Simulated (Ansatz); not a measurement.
The system is CdS (Hawleyite).

```xyz
2
Lattice="0.0000 2.9165 2.9165 2.9165 0.0000 2.9165 2.9165 2.9165 0.0000" Properties=species:S:1:pos:R:3 pbc="T T T"
Cd    0.0000    0.0000    0.0000
S     4.3748    4.3748    4.3748
```

Program: Ansatz 0.2.0. Alike in all runs: potentials or basis Ansatz PAW; cell as given. Hardware: 2 threads of Intel(R) Xeon(R) Processor @ 2.50GHz (Skylake/Cascade Lake), with other jobs on the host.

Problem. Order these runs on this cell by their wall time, lowest first.
A. task single point; level PBE; spin off; k mesh 8 × 8 × 8; cutoff (eV) 420; smearing gaussian 0.019 eV
B. task band structure; level r2SCAN; spin SOC, no magnetisation; k mesh 6 × 6 × 6; cutoff (eV) 500; smearing fermi-dirac 0.05 eV; points for each segment of the path 14
C. task single point; level r2SCAN+D3(BJ); spin SOC, no magnetisation; k mesh 6 × 6 × 6; cutoff (eV) 500; smearing fermi-dirac 0.1 eV

Solution. A (1.9 s), C (16 s), B (54 s).

Caveats: the dispersion damping was fitted for another functional or another form of the correction (some runs).
